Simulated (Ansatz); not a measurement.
## Relaxation path: TePb (CsCl type)

DFT, PBE, PAW with Ansatz's default frozen-core files, scalar-relativistic (Ansatz 0.2.0); a Γ-centred 12×12×12 k mesh, Fermi–Dirac smearing of 0.1 eV, no spin polarisation. The run relaxes cell and atoms at a target pressure of 31 GPa.

Command: `ansatz run input.yaml --threads 1 --pin off --max-ram 3584MiB --backend cpu --events-out ev --progress --plain --runs-dir out` It took 17 s on 1 thread of Intel(R) Xeon(R) 6975P-C (Granite Rapids), with other jobs on the host, peak memory 0.44 GiB.

```yaml
crystal:
  lattice:
    - [3.6299788923, 0.0, 0.0]
    - [0.0, 3.6299788923, 0.0]
    - [0.0, 0.0, 3.6299788923]
  atoms:
    - { symbol: Pb, position: [0.0, 0.0, 0.0] }
    - { symbol: Te, position: [0.5, 0.5, 0.5] }
kpoints:
  mp_grid: { grid: [12, 12, 12] }
scf:
  occupations: { method: fermi_dirac, width: 0.1 }
hamiltonian:
  xc: pbe
  pseudopotentials: { kind: paw }
output:
  forces: true
  stress: true
  eigenvalues: true
relax:
  f_tol: 0.005
  max_steps: 40
  cell: { p_target: 31.0, stress_tol: 0.03 }
```

Each step lists its enthalpy F + pV a cell above the last geometry, the pressure, the cell vectors (Å), and Cartesian positions (Å) with forces (eV/Å).

The first step:

```
step 1  dH = 84.24 meV  P = 22.2 GPa
  cell 3.6300 0.0000 0.0000  0.0000 3.6300 0.0000  0.0000 0.0000 3.6300
  Pb 0.0000 0.0000 0.0000   0.0000 0.0000 0.0000
  Te 1.8150 1.8150 1.8150   0.0000 0.0000 0.0000
```

Spin–orbit coupling is left out, which matters for the heavy atoms.

Problem. Where does the relaxation end, and by which steps?

Solution. After 5 geometries, with conventional a, b, c = 3.555, 3.555, 3.555 Å, at 22.470 Å³/atom (-6.04 % against the start) in space group Pm-3m, with a shortest distance of 3.079 Å. The further steps:
```
step 2  dH = 180.06 meV  P = 47.6 GPa  (not accepted)
  cell 3.4530 0.0000 0.0000  0.0000 3.4530 0.0000  0.0000 0.0000 3.4530
  Pb 0.0000 0.0000 0.0000   0.0000 0.0000 0.0000
  Te 1.7265 1.7265 1.7265   0.0000 0.0000 0.0000
step 3  dH = 1.34 meV  P = 29.8 GPa
  cell 3.5643 0.0000 0.0000  0.0000 3.5643 0.0000  0.0000 0.0000 3.5643
  Pb 0.0000 0.0000 0.0000   0.0000 0.0000 0.0000
  Te 1.7822 1.7822 1.7822   0.0000 0.0000 0.0000
step 4  dH = 0.00 meV  P = 31.1 GPa
  cell 3.5546 0.0000 0.0000  0.0000 3.5546 0.0000  0.0000 0.0000 3.5546
  Pb 0.0000 0.0000 0.0000   0.0000 0.0000 0.0000
  Te 1.7773 1.7773 1.7773   0.0000 0.0000 0.0000
step 5  dH = 0.00 meV  P = 31.0 GPa
  cell 3.5553 0.0000 0.0000  0.0000 3.5553 0.0000  0.0000 0.0000 3.5553
  Pb 0.0000 0.0000 0.0000   0.0000 0.0000 0.0000
  Te 1.7777 1.7777 1.7777   0.0000 0.0000 0.0000
step 6  dH = 0.60 meV  P = 31.0 GPa  (same geometry on a basis chosen anew; earlier energies don't compare to the last digit)
  cell 3.5553 0.0000 0.0000  0.0000 3.5553 0.0000  0.0000 0.0000 3.5553
  Pb 0.0000 0.0000 0.0000   0.0000 0.0000 0.0000
  Te 1.7777 1.7777 1.7777   0.0000 0.0000 0.0000
```
